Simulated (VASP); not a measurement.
Here is a VASP 6.6.1 calculation.

Contents of INCAR:

```
SYSTEM = TePb
ALGO = Normal ; BPARAM = 20.0
CPARAM = 0.0093 ; EDIFF = 1E-7
EDIFFG = -0.01 ; ENCUT = 600
GGA = PS ; IBRION = 2
ISIF = 3 ; ISMEAR = -1
IVDW_NL = 2 ; LASPH = .True.
LCHARG = .False. ; LREAL = .False.
LUSE_VDW = .True. ; LWAVE = .False.
NELM = 100 ; NSW = 40
PREC = Accurate ; SIGMA = 0.05
```

File KPOINTS:

```
k-points
0
Gamma
  7 7 7
  0 0 0
```

The input POSCAR:

```
TePb
1.0
    0.0000000000      3.2310000000      3.2310000000
    3.2310000000      0.0000000000      3.2310000000
    3.2310000000      3.2310000000      0.0000000000
Pb Te
1 1
Direct
    0.0000000000      0.0000000000      0.0000000000
    0.5000000000      0.5000000000      0.5000000000
```

Potentials or basis: VASP PAW PBE potentials, release 64 (Pb_d, Te).

Launch:

```bash
$ cat potpaw_PBE.64/Pb_d/POTCAR potpaw_PBE.64/Te/POTCAR > POTCAR
$ mpirun -np 1 vasp_std > vasp.out
```

Task: Estimate the relaxed cell.

Result: a = 4.543 Å, b = 4.543 Å, c = 4.543 Å, α = 60.00°, β = 60.00°, γ = 60.00°.

Task: What does it give for the space group after relaxing (to 0.05 Å)?

Result: Fm-3m (No. 225).

Task: Estimate the relaxed volume.

Result: 33.16 Å³/atom.

Step by step:
| step | energy change (eV) | largest force (eV/Å) | pressure (GPa) | volume (Å³) |
| --- | --- | --- | --- | --- |
| 1 | 0.0000 | 0.0000 | -0.76 | 67.46 |
| 2 | -0.0024 | 0.0000 | 0.29 | 65.91 |
| 3 | -0.0028 | 0.0000 | 0.00 | 66.31 |

Caveat: the PAW data sets were made with another functional, which shifts forces and pressure a little. The run has no spin-orbit coupling, so splittings on Pb, Te are missing.
